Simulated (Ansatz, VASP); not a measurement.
## Two plane-wave programs on BAs

```
B As
1.0
     3.39919    0.00000    0.00000
    -1.69959    2.94378    0.00000
     0.00000    0.00000    8.83117
B As
2 2
Direct
  0.33333 0.66667 0.25000
  0.66667 0.33333 0.75000
  0.66667 0.33333 0.25000
  0.33333 0.66667 0.75000
```

Alike in both runs: task single point; functional r2SCAN; k mesh 9 × 9 × 4; no spin polarisation.

```csv
,VASP,Ansatz
version,VASP 6.6.1,Ansatz 0.2.0
potentials or method,"VASP PAW PBE potentials, release 64 (B, As)","plane waves, PAW"
plane-wave cutoff (eV),520,500
occupations,"gaussian, width 0.01 eV",fixed
valence electrons in the cell,16,36
```

VASP gave:

- gap on the k mesh at the Fermi level (eV): 0.98
- pressure (GPa): -2.3
- largest component of the traceless stress (GPa): 2.13

Problem. Estimate Ansatz's values.

Solution. gap on the k mesh at the Fermi level (eV): 0.98; pressure (GPa): -2.4; largest component of the traceless stress (GPa): 2.33.

The two sets of potentials don't hold the same shells in valence.

Caveats: the PAW data sets were made with another functional, which shifts forces and pressure a little (VASP); an odd mesh through Γ misses points on the zone boundary, where band edges often lie. r2SCAN opens gaps a little over a GGA but as a rule still falls short of measured ones.
